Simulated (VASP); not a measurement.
# Ca in VASP: convergence with ENAUG

Aim: find how far ENAUG must go before the results for Ca settle, at PBE. This setting moves, with any that are tied to it; all else stays.

Everything below comes from runs of VASP 6.6.1. Logs are shortened: lines on timing, memory, paths and dates and some standing lists are left out, and cuts for length are marked.

## (1) Starting point

The cell holds a slab with vacuum, 4 atoms: a = 3.846 Å, b = 3.846 Å, c = 24.550 Å, α = 90.00°, β = 90.00°, γ = 66.25°.

The slab is cut from a database's or a generator's crystal, which needn't be the stable form of the element.

## (2) With ENAUG 300

File INCAR:

```
SYSTEM = Ca
PREC = Medium
ENCUT = 520
EDIFF = 1E-6
ISMEAR = 0
SIGMA = 0.02
LREAL = .False.
LASPH = .True.
NELM = 60
ALGO = Normal
ISIF = 2
LWAVE = .False.
LCHARG = .False.
GGA = PE
NBANDS = 28
ENAUG = 300
```

File KPOINTS:

```
Automatic mesh
0
Gamma
  6 6 1
  0 0 0
```

File POSCAR:

```
Ca
1.0
    3.8460739625      0.0000000000      0.0000000000
    1.5490424211      3.5203341464      0.0000000000
    0.0000000000      0.0000000000     24.5497226215
Ca
4
Direct
    0.1354587196      0.1354587196      0.3055024334
    0.5590978660      0.5590978660      0.4351674778
    0.9827370123      0.9827370123      0.5648325222
    0.4063761587      0.4063761587      0.6944975666
```

Potentials or basis: VASP PAW PBE potentials, release 64 (Ca_sv).

The run is started by

```
$ cat potpaw_PBE.64/Ca_sv/POTCAR > POTCAR
$ mpirun -np 1 vasp_std > vasp.out
```

OUTCAR:

```text
SYSTEM = Ca
   PREC = Medium
   ENCUT = 520
   EDIFF = 1E-6
   ISMEAR = 0
   LREAL = .False.
   LASPH = .True.
   NELM = 60
   ISIF = 2
   GGA = PE

 Found     13 irreducible k-points:

 Following reciprocal coordinates:
            Coordinates               Weight
  0.000000  0.000000  0.000000      1.000000
  0.166667 -0.000000  0.000000      4.000000
  0.333333  0.000000  0.000000      4.000000
  0.500000  0.000000  0.000000      2.000000
  0.166667  0.166667  0.000000      2.000000
  0.333333  0.166667  0.000000      4.000000
   k-points           NKPTS =     13   k-points in BZ     NKDIM =     13   number of bands    NBANDS=     28
   number of dos      NEDOS =    301   number of ions     NIONS =      4
   total plane-waves  NPLWV =  80640
   dimension x,y,z NGX =    24 NGY =   24 NGZ =  140
   dimension x,y,z NGXF=    24 NGYF=   24 NGZF=  140
   ions per type =               4
   NGX,Y,Z   is equivalent  to a cutoff of  10.37, 10.37,  9.48 a.u.
   NGXF,Y,Z  is equivalent  to a cutoff of  10.37, 10.37,  9.48 a.u.
 SYSTEM =  Ca
   PREC   = medium    normal or accurate (medium, high low for compatibility)
   ISTART =      0    job   : 0-new  1-cont  2-samecut
   ICHARG =      2    charge: 1-file 2-atom 10-const
   ISPIN  =      1    spin polarized calculation?
   LNONCOLLINEAR =      F non collinear calculations
   LSORBIT =      F    spin-orbit coupling
   LASPH  =      T    aspherical Exc in radial PAW
   ENCUT  =  520.0 eV  38.22 Ry    6.18 a.u.   7.15  7.15 45.65*2*pi/ulx,y,z
   NELM   =     60;   NELMIN=  2; NELMDL= -5     # of ELM steps
   EDIFF  = 0.1E-05   stopping-criterion for ELM
   LREAL  =      F    real-space projection
[... 7 lines left out ...]
   TEBEG  =    0.0;   TEEND  =   0.0 temperature during run
   PSTRESS=    0.0 pullay stress
   NELECT =      40.0000    total number of electrons
   NUPDOWN=      -1.0000    fix difference up-down
   EMIN   =  10.00;   EMAX   =-10.00  energy-range for DOS
   EFERMI =   0.00;   METHOD = LEGACY
   ISMEAR =     0;   SIGMA  =   0.02  broadening in eV -4-tet -1-fermi 0-gaus
   EFERMI_NEDOS =   21; number of points for ismear=-14 and -15
   IALGO  =     38    algorithm
   IMIX   =      4    mixing-type and parameters
     AMIX     =   0.40;   BMIX     =  1.00
     AMIX_MAG =   1.60;   BMIX_MAG =  1.00
  volume/ion in A,a.u.               =      83.10       560.77
  Fermi-wavevector in a.u.,A,eV,Ry     =   0.808250  1.527370  8.888241  0.653267
  Thomas-Fermi vector in A             =   1.917020
   LORBIT       =      0    0 simple, 1 ext, 2 COOP (PROOUT), +10 PAW based schemes
   GGA     = PE    functional components
   LHFCALC =     F    Hartree Fock is set to
   AEXX    =    0.0000 exact exchange contribution
   IVDW    =     0    specifies the selected vdW correction
   LEPSILON=     F    determine dielectric tensor
   LRPA    =     F    only Hartree local field effects (RPA)
 non-spin polarized calculation
 Gauss-broadening in eV      SIGMA  =   0.02
  energy-cutoff  :      520.00
  volume of cell :      332.39
 maximum number of plane-waves:      8996
   NGX = 15   NGY = 15   NGZ = 91

 number of electron      40.0000503 magnetization

 Free energy of the ion-electron system (eV)
  ---------------------------------------------------
  ext. energy  EPLUGINS =         0.00000000
  ---------------------------------------------------
  free energy    TOTEN  =        -6.88543798 eV

  energy without entropy =       -6.88136031  energy(sigma->0) =       -6.88339914

 E-fermi :  -0.3146     XC(G=0):  -4.6770

 val. band max:       -0.3162727411   @ k =   0.5000   0.0000   0.0000
 cond. band min:      -0.3110048693   @ k =  -0.3333   0.1667   0.0000
 fundamental gap:      0.0052678718
 Fermi energy:        -0.3145648632

 k-point     1 :       0.0000    0.0000    0.0000
  band No.  band energies     occupation
      1     -42.8742      2.00000
      2     -42.8742      2.00000
      3     -42.4266      2.00000
      4     -42.4202      2.00000
      5     -23.9072      2.00000
      6     -23.9070      2.00000
[... 20 lines left out ...]
     27       1.6062      0.00000
     28       1.6488      0.00000

 k-point     2 :       0.1667   -0.0000    0.0000
  band No.  band energies     occupation
      1     -42.8725      2.00000
      2     -42.8724      2.00000
      3     -42.4244      2.00000
      4     -42.4188      2.00000
      5     -23.9042      2.00000
      6     -23.9041      2.00000
[... 20 lines left out ...]
     27       1.3639      0.00000
     28       1.5863      0.00000

 k-point     3 :       0.3333    0.0000    0.0000
  band No.  band energies     occupation
      1     -42.8689      2.00000
      2     -42.8689      2.00000
      3     -42.4197      2.00000
      4     -42.4164      2.00000
      5     -23.8981      2.00000
      6     -23.8981      2.00000
[... 20 lines left out ...]
     27       0.9571      0.00000
     28       1.3631      0.00000

 k-point     4 :       0.5000    0.0000    0.0000
  band No.  band energies     occupation
      1     -42.8672      2.00000
      2     -42.8672      2.00000
      3     -42.4166      2.00000
      4     -42.4159      2.00000
      5     -23.8951      2.00000
      6     -23.8951      2.00000
[... 20 lines left out ...]
     27       0.7823      0.00000
     28       1.1989      0.00000

 k-point     5 :       0.1667    0.1667    0.0000
  band No.  band energies     occupation
      1     -42.8715      2.00000
      2     -42.8715      2.00000
      3     -42.4236      2.00000
      4     -42.4176      2.00000
      5     -23.9030      2.00000
      6     -23.9028      2.00000
[... 20 lines left out ...]
     27       1.6118      0.00000
     28       1.6168      0.00000

 k-point     6 :       0.3333    0.1667    0.0000
  band No.  band energies     occupation
      1     -42.8684      2.00000
      2     -42.8684      2.00000
      3     -42.4199      2.00000
      4     -42.4150      2.00000
      5     -23.8978      2.00000
      6     -23.8977      2.00000
[... 20 lines left out ...]
     27       1.2146      0.00000
     28       1.5622      0.00000

 [... further k-points ...]
[... 5 lines left out ...]
  --------------------------------------------------------------------------------------
  -------------------------------------------------------------------------------------
  Total       -0.2933214     -0.6952861     -0.6140826      0.4567499     -0.0551753     -0.0845593
  in kB       -1.4138596     -3.3513980     -2.9599834      2.2016126     -0.2659543     -0.4075903
  external PRESSURE =      -2.5750803 kB  Pullay stress =       0.0000000 kB

 VOLUME and BASIS-vectors are now :
 -----------------------------------------------------------------------------
  energy-cutoff  :      520.00
  volume of cell :      332.39
      direct lattice vectors                 reciprocal lattice vectors
     3.846073963  0.000000000  0.000000000     0.260005400 -0.114409422  0.000000000
     1.549042421  3.520334146  0.000000000     0.000000000  0.284063943  0.000000000
     0.000000000  0.000000000 24.549722621     0.000000000  0.000000000  0.040733658

 POSITION                                       TOTAL-FORCE (eV/Angst)
 -----------------------------------------------------------------------------------
      0.73082      0.47686      7.50000         0.011449      0.007470      0.089196
      3.01640      1.96821     10.68324         0.002413      0.001574     -0.023850
      5.30198      3.45956     13.86648        -0.002413     -0.001574      0.023850
      2.19245      1.43058     17.04972        -0.011449     -0.007470     -0.089196
 -----------------------------------------------------------------------------------
    total drift:                                0.000008      0.000005     -0.000015

  FREE ENERGIE OF THE ION-ELECTRON SYSTEM (eV)
  ---------------------------------------------------
  free  energy   TOTEN  =        -6.8854379786 eV

  energy  without entropy=       -6.8813603109  energy(sigma->0) =       -6.88339914
```

Run time: 84 s. Hardware: 1 thread of Intel Xeon Platinum 8559C (Emerald Rapids), shared host; peak memory 0.22 GiB.

What came out:

- Free energy: -6.8854 eV
- Largest force: 0.090 eV/Å
- Band gap on the k mesh: none (metal or under the smearing width)

## (3) With ENAUG 400

INCAR: that of step 2 with these lines changed.

```diff
@@ -15,2 +15,2 @@
 NBANDS = 28
-ENAUG = 300
+ENAUG = 400
```

KPOINTS is that of step 2.

POSCAR is that of step 2.

Potentials or basis: VASP PAW PBE potentials, release 64 (Ca_sv).

The run is started by

```
$ cat potpaw_PBE.64/Ca_sv/POTCAR > POTCAR
$ mpirun -np 1 vasp_std > vasp.out
```

Wall time 73 s (1 thread of Intel Xeon Platinum 8559C (Emerald Rapids), shared host); peak memory 0.21 GiB.

Results:

```yaml
Free_energy: -6.8840 eV
Largest_force: 0.081 eV/Å
Band_gap_on_the_k_mesh: none (metal or under the smearing width)
```

## (4) With ENAUG 500

INCAR: that of step 3 with these lines changed.

```diff
@@ -15,2 +15,2 @@
 NBANDS = 28
-ENAUG = 400
+ENAUG = 500
```

KPOINTS is that of step 3.

POSCAR is that of step 3.

The run is started by

```
$ cat potpaw_PBE.64/Ca_sv/POTCAR > POTCAR
$ mpirun -np 1 vasp_std > vasp.out
```

Run time: 84 s. Hardware: 1 thread of Intel Xeon Platinum 8559C (Emerald Rapids), shared host; peak memory 0.23 GiB.

Results:

| Item | Value |
| --- | --- |
| Free energy | -6.8839 eV |
| Largest force | 0.076 eV/Å |
| Band gap on the k mesh | none (metal or under the smearing width) |

## (5) With ENAUG 700

INCAR: that of step 4 with these lines changed.

```diff
@@ -15,2 +15,2 @@
 NBANDS = 28
-ENAUG = 500
+ENAUG = 700
```

KPOINTS is that of step 4.

POSCAR is that of step 4.

The run is started by

```
$ cat potpaw_PBE.64/Ca_sv/POTCAR > POTCAR
$ mpirun -np 1 vasp_std > vasp.out
```

Wall time 70 s (1 thread of Intel Xeon Platinum 8559C (Emerald Rapids), shared host); peak memory 0.24 GiB.

Results:

- Free energy: -6.8832 eV
- Largest force: 0.076 eV/Å
- Band gap on the k mesh: none (metal or under the smearing width)

## (6) With ENAUG 900

INCAR: that of step 5 with these lines changed.

```diff
@@ -15,2 +15,2 @@
 NBANDS = 28
-ENAUG = 700
+ENAUG = 900
```

KPOINTS is that of step 5.

POSCAR is that of step 5.

Potentials or basis: VASP PAW PBE potentials, release 64 (Ca_sv).

The run is started by

```
$ cat potpaw_PBE.64/Ca_sv/POTCAR > POTCAR
$ mpirun -np 1 vasp_std > vasp.out
```

It took 75 s on 1 thread of Intel Xeon Platinum 8559C (Emerald Rapids), shared host; peak memory 0.27 GiB.

Results:

* Free energy: -6.8834 eV
* Largest force: 0.076 eV/Å
* Band gap on the k mesh: none (metal or under the smearing width)

## (7) With ENAUG 1200

INCAR: that of step 6 with these lines changed.

```diff
@@ -15,2 +15,2 @@
 NBANDS = 28
-ENAUG = 900
+ENAUG = 1200
```

KPOINTS is that of step 6.

POSCAR is that of step 6.

The run is started by

```
$ cat potpaw_PBE.64/Ca_sv/POTCAR > POTCAR
$ mpirun -np 1 vasp_std > vasp.out
```

Wall time 75 s (1 thread of Intel Xeon Platinum 8559C (Emerald Rapids), shared host); peak memory 0.31 GiB.

Results:

```
Free energy            : -6.8834 eV
Largest force          : 0.076 eV/Å
Band gap on the k mesh : none (metal or under the smearing width)
```

## (8) With ENAUG 1600

INCAR: that of step 7 with these lines changed.

```diff
@@ -15,2 +15,2 @@
 NBANDS = 28
-ENAUG = 1200
+ENAUG = 1600
```

KPOINTS is that of step 7.

POSCAR is that of step 7.

The run is started by

```
$ cat potpaw_PBE.64/Ca_sv/POTCAR > POTCAR
$ mpirun -np 1 vasp_std > vasp.out
```

Wall time 86 s (1 thread of Intel Xeon Platinum 8559C (Emerald Rapids), shared host); peak memory 0.34 GiB.

Results (log left out):

```yaml
Free_energy: -6.8833 eV
Largest_force: 0.076 eV/Å
Band_gap_on_the_k_mesh: none (metal or under the smearing width)
```

## (9) Result

```csv
ENAUG,"energy less the tightest run, at zero smearing (meV/atom)",largest force (eV/Å),SCF cycles,CPU time (s),peak memory (GiB)
300,-0.52,0.090,21,83,0.22
400,-0.17,0.081,21,72,0.21
500,-0.14,0.076,21,83,0.23
700,0.02,0.076,21,69,0.24
900,-0.02,0.076,21,75,0.27
1200,0.00,0.076,21,74,0.31
1600,0.00,0.076,21,86,0.34
```

Against the tightest run, the energy stays within 1 meV/atom from 300 on; the largest force stays within 0.005 eV/Å from 500 on. The tightest run that finished is the yardstick and may itself not be fully converged.
